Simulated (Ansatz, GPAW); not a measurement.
V: 3 runs at one level of theory

```
V
1.0
    -1.51435    1.51435    1.51435
     1.51435   -1.51435    1.51435
     1.51435    1.51435   -1.51435
V
1
Direct
  0.00000 0.00000 0.00000
```

Alike in all runs: task single point; functional PBE; k mesh 12 × 12 × 12; occupations gaussian, width 0.025 eV; collinear spin, ferromagnetic start; no spin-orbit coupling. Pressure is positive in compression and, in plane waves, holds the error of the finite cutoff, which Ansatz's Pulay term estimates and takes out.

| program and potentials | plane-wave cutoff (eV) | notes | band gap (eV) | pressure (GPa) | net moment per atom (μB) |
| --- | --- | --- | --- | --- | --- |
| Ansatz, Ansatz PAW | 420 | - | ? | ? | ? |
| GPAW, GPAW PAW data sets (gpaw-data 1.2.1) | 600 | - | no gap | -4.19 | 0.11 |
| Ansatz, all-electron LAPW, scalar-relativistic | - | - | no gap | -5.30 | 0.12 |

Problem. Estimate from the other rows what the run with Ansatz, Ansatz PAW gave.

Solution. No band gap; pressure -5.24 GPa; net moment per atom 0.12 μB. Its pressure holds a Pulay term of +0.08 GPa. The other rows, which needn't bracket it: pressure -5.30 to -4.19; net moment per atom 0.11 to 0.12.
